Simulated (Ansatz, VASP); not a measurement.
Ni: VASP beside Ansatz

Contents of INCAR:

```
PREC     = Accurate       # precision mode
ENCUT    = 520            # plane-wave cutoff, eV
EDIFF    = 1E-7           # SCF threshold, eV
ISMEAR   = -1             # smearing method
SIGMA    = 0.1            # smearing width, eV
LREAL    = False          # projectors in reciprocal space
LASPH    = True           # aspherical terms in the spheres
NELM     = 150            # most SCF steps
ALGO     = Normal         # electronic algorithm
ISIF     = 2              # what is computed and relaxed
LWAVE    = False          # write WAVECAR
LCHARG   = False          # write CHGCAR
ISPIN    = 2              # spin polarisation
MAGMOM   = 2              # initial moments
LORBIT   = 11             # projections on sites
LMAXMIX  = 4              # l up to which the mixer works
GGA      = PS             # functional
NBANDS   = 15             # bands
```

File KPOINTS:

```
Automatic mesh
0
Gamma
  15 15 15
```

Contents of POSCAR:

```
Ni
1.0
    0.0000000000      1.7716500000      1.7716500000
    1.7716500000      0.0000000000      1.7716500000
    1.7716500000      1.7716500000      0.0000000000
Ni
1
Direct
    0.0000000000      0.0000000000      0.0000000000
```

Input for Ansatz:

```yaml
crystal:
  lattice:
    - [0.0, 1.77165, 1.77165]
    - [1.77165, 0.0, 1.77165]
    - [1.77165, 1.77165, 0.0]
  atoms:
    - { symbol: Ni, position: [0.0, 0.0, 0.0], spin: 2.0 }
magnetization:
  spin_polarized: true
hamiltonian:
  xc: pbesol
  pseudopotentials: { kind: paw }
basis:
  ecutwfc: 420
kpoints:
  mp_grid: { grid: [15, 15, 15] }
scf:
  occupations: { method: fermi_dirac, width: 0.1 }
  lower_state_search: "off"
output:
  forces: true
  stress: true
```

Alike in both runs: task single point; functional PBEsol; k mesh 15 × 15 × 15; occupations fermi-dirac, width 0.1 eV; collinear spin.

|  | VASP | Ansatz |
| --- | --- | --- |
| version | VASP 6.6.1 | Ansatz 0.2.0 |
| potentials or method | VASP PAW PBE potentials, release 64 (Ni) | PAW, plane waves, scalar-relativistic |
| plane-wave cutoff (eV) | 520 | 420 |
| valence electrons in the cell | 10 | 18 |

VASP gave:

* pressure (GPa): -12.8
* net moment per atom (μB): 0.63
* size of the moment on the site where the two differ most (μB): 0.64

Task: Which values does Ansatz return?

Result: Pressure (GPa): -13.0; net moment per atom (μB): 0.64; size of the moment on the site where the two differ most (μB): 0.68.

Site moments also hang on the region over which each program counts them. The two sets of potentials don't hold the same shells in valence.

Caveats: the PAW data sets were made with another functional, which shifts forces and pressure a little (VASP).
